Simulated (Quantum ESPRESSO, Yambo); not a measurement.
# A GW chain in Yambo: SiC (P6_3mc), part 3 of 3

How does a plane-wave GW calculation on SiC (P6_3mc) run from the first input to the gap?

Quantum ESPRESSO 7.5 and Yambo 5.3.0; PBE and many-body steps on it, plane waves. Known limits of the many-body steps: not at the basis limit; coarse k mesh.

So far. Step 3 (Bands along the symmetry lines): The gap is 2.228 eV, as in the run before at this level. Step 4 (Empty states on the mesh, 3×3×2 mesh, 545 bands): On this mesh the gap is 3.011 eV. The earlier step found 2.228 eV, so this mesh misses an edge.

### Step 6. Screening and self-energy, 3×3×2 mesh, 545 bands, screening to 217.7 eV

G0W0 replaces the xc potential by the self-energy, built once from these orbitals. Only a window of levels is corrected, while the sums run over the empty bands that the input names.

This step: G0W0 on PBE, plane waves, norm-conserving pseudopotentials.

Input file gw3.in:

```
HF_and_locXC
gw0
dyson
ppa
em1d
rim_cut
RandQpts= 1000000
RandGvec= 1 RL
EXXRLvcs= 74 Ry
VXCRLvcs= 296 Ry
Chimod= "HARTREE"
% BndsRnXp
 1 | 545 |
%
NGsBlkXp= 16 Ry
% LongDrXp
 1 | 1 | 1 |
%
% GbndRnge
 1 | 545 |
%
DysSolver= "n"
ExtendOut
PPAPntXp= 27.21138 eV
% QPkrange
 1 | 1 | 15 | 18 |
 3 | 3 | 15 | 18 |
%
```

Started as:

```
$ OMP_NUM_THREADS=1 mpirun -n 4 yambo -F gw3.in -J gw3 -C gw3 > gw3.log
```

Log:

```text
 Yambo, version 5.3.0

 [02] CORE Variables Setup
 =========================

  [... cell, symmetries and grids as in the set-up ...]

  [02.05] Energies & Occupations
  ==============================

  [X] === General ===
  [X] Electronic Temperature                        :  0.000000  0.000000 [eV K]
  [X] Bosonic    Temperature                        :  0.000000  0.000000 [eV K]
  [X] Finite Temperature mode                       : no
  [X] El. density                                   :  0.38786E+24 [cm-3]
  [X] Fermi Level                                   :  9.607050 [eV]

  [X] === Gaps and Widths ===
  [X] Conduction Band Min                           :  3.011370 [eV]
  [X] Valence Band Max                              :  0.000000 [eV]
  [X] Filled Bands                                  :  16
  [X] Empty Bands                                   :    17   545
  [X] Direct Gap                                    :  3.856449 [eV]
  [X] Direct Gap localized at k                     :  3
  [X] Indirect Gap                                  :  3.011370 [eV]
  [X] Indirect Gap between kpts                     :  1  3
  [X] Last valence band width                       :  2.457014 [eV]
  [X] 1st conduction band width                     :  2.308218 [eV]

 [03] Transferred momenta grid and indexing
 ==========================================

 IBZ Q-points                                      :   6
 BZ  Q-points                                      :  18

 K/Q-points units:
 rlu = crystal or reduced units; cc = cartesian coordinates; iku = interal k-units

 Q [1]          [rlu]:  0.000000  0.000000  0.000000
 Q [2]          [rlu]:  0.000000  0.000000 -0.500000
 Q [3]          [rlu]:  0.31044E-17  0.33333       0.0000
 Q [4]          [rlu]:  0.31044E-17  0.33333     -0.50000
 Q [5]          [rlu]:  0.333333  0.333333  0.000000
 Q [6]          [rlu]:  0.333333  0.333333 -0.500000

 [04] Coloumb potential Random Integration (RIM)
 ===============================================

  [04.01] RIM initialization
  ==========================

  * Diagonal components only detected *

  8 x (sBL volume)        :  0.198010 [a.u.]
  sBZ random points       :  1000000
  Points outside the sBZ  :   7994252
  RL volume               :  0.445522 [a.u.]
  Integrated volume       :  0.445842 [a.u.]

  [04.02] RIM integrals
  =====================

  Gamma point sphere radius             :  0.105725 [a.u.]
  Points outside the sphere             :   812974
  [Int_sBZ(q=0) 1/q^2]*(Vol_sBZ)^(-1/3) =:  7.219046
                                 should be <:  7.795600

  Summary of Coulomb integrals for non-metallic bands |Q|[au] RIM/Bare

  Q [1] 0.100000E-4 0.926041 * Q [2] 0.165080 0.635036
  Q [3] 0.416089 1.145420 * Q [4] 0.447640 1.089992
  Q [5] 0.720687 1.044714 * Q [6] 0.739352 1.038534

 [05] Dipoles
 ============

  [05.01] Setup: observables and procedures
  =========================================

  [WARNING] [x,Vnl] slows the Dipoles computation. To neglect it rename the ns.kb_pp file

 [06] Dynamic Dielectric Matrix (PPA)
 ====================================

 [WR./gw3//ndb.pp]---------------------------------------------------------------
  Brillouin Zone Q/K grids (IBZ/BZ)                :   6  18   6  18
  RL vectors                                       :   7575 [WF]
  Coulomb cutoff potential                         : none
  Electronic Temperature                           :  0.000000 [K]
  Bosonic    Temperature                           :  0.000000 [K]
  PPA    diel. fun.  energies                      : Perdew, Burke & Ernzerhof(X)+Perdew, Burke & Ernzerhof(C)
  wavefunctions                                    : Perdew, Burke & Ernzerhof(X)+Perdew, Burke & Ernzerhof(C)
  Global Gauge                                     : length
  X matrix size                                    :   637
  X band range                                     :     1   545
  X e/h energy range                               : -1.000000 -1.000000 [eV]
  X Time ordering                                  : R
  X Hxc Kernel                                     : HARTREE
  X Drude frequency                                :  0.000000  0.000000
  X poles                                          :  100.0000 [o/o]
  RL vectors in the sum                            :   7575
  [r,Vnl] included                                 : yes
  Field direction                                  :  0.577350E-5  0.577350E-5  0.577350E-5
  BZ energy Double Grid                            : no
  BZ energy DbGd points                            : 0
  BZ Q point size factor                           : -1.000000
  X Optical Averaged directions                    : none

 [07] Local Exchange-Correlation + Non-Local Fock
 ================================================

 [VXC] Plane waves :   47781
 [EXS] Plane waves :   5987

 QP @ state[ 1 ] K range:  1  1
 QP @ state[ 1 ] b range:  15  18
 QP @ state[ 2 ] K range:  3  3
 QP @ state[ 2 ] b range:  15  18

 [xc] Functional : Perdew, Burke & Ernzerhof(X)+Perdew, Burke & Ernzerhof(C)
 [xc] LIBXC used to calculate xc functional
  PP Number of Atomic Species                      :  2
  NLCC RL compoments                               :   47781
  PP Number of Atomic Species                      :  2
  NLCC RL compoments                               :   47781

 [xc] E_xc :  -12.24063 [Ha]
      E_xc :  -24.48127 [Ry]

  Local XC kind (lXC) : Perdew, Burke & Ernzerhof(X)+Perdew, Burke & Ernzerhof(C)
  Non-Local XC kind (nlXC) : Hartree-Fock

  Corrections @ K [1] :  [eV]
 <15|nlXC|15> = -18.27240  0.29929E-17 <15|lXC|15> = -15.02830  0.18876E-15
 <16|nlXC|16> = -18.27292 -0.86058E-18 <16|lXC|16> = -15.02830  0.37768E-15
 <17|nlXC|17> = -6.581981 -0.66638E-18 <17|lXC|17> = -12.10234  0.18881E-15
 <18|nlXC|18> = -6.394354  0.21100E-17 <18|lXC|18> = -12.01083  0.37765E-15

  Corrections @ K [3] :  [eV]
 <15|nlXC|15> = -17.23272 -0.31895E-16 <15|lXC|15> = -14.05953 -0.94401E-16
 <16|nlXC|16> = -18.17055  0.13125E-16 <16|lXC|16> = -14.66267 -0.56640E-15
 <17|nlXC|17> = -6.013719 -0.41376E-17 <17|lXC|17> = -10.76830 -0.47200E-16
 <18|nlXC|18> = -6.131333  0.11497E-17 <18|lXC|18> = -10.83706  0.70808E-16

 [08] Dyson equation: Newton solver
 ==================================

  [08.01] G0W0 (W PPA)
  ====================

  [  GW  ] Bands range     :     1   545
  [GW/PPA] G damping       :  0.100000 [eV]

  QP @ state[ 1 ] K range:  1  1
  QP @ state[ 1 ] b range:  15  18
  QP @ state[ 2 ] K range:  3  3
  QP @ state[ 2 ] b range:  15  18

   Sc/G bands                                       :     1   545
   Sc/G damping                                     :  0.100000 ev
   Sc bands terminator                              : no
   Sx RL components                                 :   5987

   QP @ state[ 1 ] K range                          :  1  1
   QP @ state[ 1 ] b range                          :  15  18
   QP @ state[ 2 ] K range                          :  3  3
   QP @ state[ 2 ] b range                          :  15  18
   GF energies kind                                 : Perdew, Burke & Ernzerhof(X)+Perdew, Burke & Ernzerhof(C)
   GF WF`s kind                                     : Perdew, Burke & Ernzerhof(X)+Perdew, Burke & Ernzerhof(C)
   Xs energies kind                                 : Perdew, Burke & Ernzerhof(X)+Perdew, Burke & Ernzerhof(C)
   Xs WF`s kind                                     : Perdew, Burke & Ernzerhof(X)+Perdew, Burke & Ernzerhof(C)

 [11] Game Over & Game summary
```

It took 19 min on 4 MPI ranks of Arm Neoverse N1, shared host; peak memory 3 GiB.

Numbers from this step:

```
G0W0 gap on the points computed              : 3.895 eV
starting gap on the mesh                     : 3.011 eV
k of the valence top                         : 0, 0, 0
k of the conduction bottom                   : 0, 0.3333, 0
least direct G0W0 gap on the computed points : 4.835 eV
Z at the valence top                         : 0.7902
Z at the conduction bottom                   : 0.8140
```

The gap on the mesh goes from 3.01 eV to 3.89 eV, a correction of +0.88 eV. The start differs from the 2.23 eV found before because the two sample other k points.

Limits: finite bands, cutoff and mesh; coarse k mesh. v1 is the top filled band, c1 the lowest empty one. Levels before and after the correction, in eV, zero at the valence-band top of each column:

```
           conduction bottom  valence top
Kohn-Sham               3.01         0.00
     G0W0               3.89         0.00
```

```
                    level  energy (eV)
Kohn-Sham         Γ v2-v1        0.000
Kohn-Sham            Γ c1        5.111
Kohn-Sham            Γ c2        5.691
Kohn-Sham  (0 0.333 0) v2       -1.372
Kohn-Sham  (0 0.333 0) v1       -0.845
Kohn-Sham  (0 0.333 0) c1        3.011
Kohn-Sham  (0 0.333 0) c2        3.247
     G0W0         Γ v2-v1        0.000
     G0W0            Γ c1        6.123
     G0W0            Γ c2        6.696
     G0W0  (0 0.333 0) v2       -1.436
     G0W0  (0 0.333 0) v1       -0.940
     G0W0  (0 0.333 0) c1        3.895
     G0W0  (0 0.333 0) c2        4.134
```

### Step 7. Where the time went

Times are wall times on the hardware named with each run, good to a factor of about two.

```
                          step     time  share  memory (GiB)
                  ground state     22 s    2 %          0.35
bands along the symmetry lines     31 s    2 %           0.3
      empty states on the mesh  3.2 min   14 %           1.4
         conversion and set-up      3 s    0 %          0.24
     screening and self-energy   19 min   82 %           3.0
```

### Step 8. What came out

```
PBE gap                              : 2.23 eV, indirect
G0W0 gap on the mesh                 : 3.89 eV
G0W0 gap over the zone (rigid shift) : 3.11 eV
GW settings                          : 3×3×2 mesh, 545 bands, screening to 217.7 eV, Godby-Needs plasmon pole
known limits                         : not at the basis limit; coarse k mesh
```

**Reading.** G0W0 moves the gap on the mesh from 3.01 eV to 3.89 eV (+0.88 eV), with Z of 0.79 and 0.81 at the edges. The mesh misses the band edges by 0.78 eV in all; a rigid shift gives 3.11 eV for the zone. Only 2 of the mesh's irreducible points were corrected, so a valley elsewhere could overtake. The dearest step here is «screening and self-energy». Against experiment, by G0W0@PBE: the gap of 3.11 eV lies −0.15 eV from the measured 3.26 eV (kind not stated, quoted 2023); the gap of 3.11 eV lies −0.17 eV from the measured 3.285 eV (kind not stated, quoted 2018); the gap of 3.11 eV lies −0.09 eV from the measured 3.2 eV (kind not stated, quoted 2020). The calculation has static nuclei and no excitons; a measured gap holds zero-point and thermal motion, which mostly lowers it. Bands and cutoff are finite, so the gap is not at the basis limit. The miss can reach some tenths of an eV and take either sign; the mesh is an error of its own. In the G0W0 run levels were corrected at 2 k points alone, so a gap called «on the mesh» is the least over those, and an edge elsewhere would be missed. A denser mesh or path gives a starting gap of 2.23 eV: the GW mesh misses a band edge, so its gaps are not the fundamental one. The 3×3×2 mesh is coarse for this cell, which bears on the long-range parts of exchange and screening.

[Paths, hosts, dates, memory and timing lines, banners, echoed tables and standing remarks are left out of the program output.]

[Logs are printed without paths, hosts, clocks, repeated set-up lines and the standing remarks that a program may print on its own settings, such as how far it seeks lower states.]

[Runs of the session that timed out or met a known fault of the program may be left out.]

[Hosts, paths, dates, database ids (printed as entryN), source tags and the programs' standing remarks are cut or masked in the printed files.]
